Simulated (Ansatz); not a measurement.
# Relativity in Sb

```
Sb
1.0
     3.08334    0.00000    0.00000
     0.00000    3.08334    0.00000
     0.00000    0.00000    3.08334
Sb
1
Direct
  0.00000 0.00000 0.00000
```

The conventional cell has a = 3.083 Å, b = 3.083 Å, c = 3.083 Å, α = 90.00°, β = 90.00°, γ = 90.00°. Sb (atom 1) is surrounded by 6 Sb at 3.08 Å.

Structure from Materials Project entry mp-133 (possibly hypothetical), not relaxed further.

One fixed cell is solved with PBEsol by LAPW (all electrons) in Ansatz 0.2.0 under different relativistic treatments. Pressure is positive in compression.

Numerical set-up: a Γ-centred 12×12×12 k mesh, Fermi–Dirac smearing of 0.05 eV, basis error target 0.5 meV/atom, no spin polarisation.

| setting | P (GPa) |
| --- | --- |
| scalar-relativistic | -1.21 |
| non-relativistic | ? |
| with spin–orbit coupling | -1.20 |
| scalar-relativistic, inner shells corrected to Dirac | -1.20 |

Q: Give the missing entry: row "non-relativistic", column "P (GPa)".

A: -1.42.
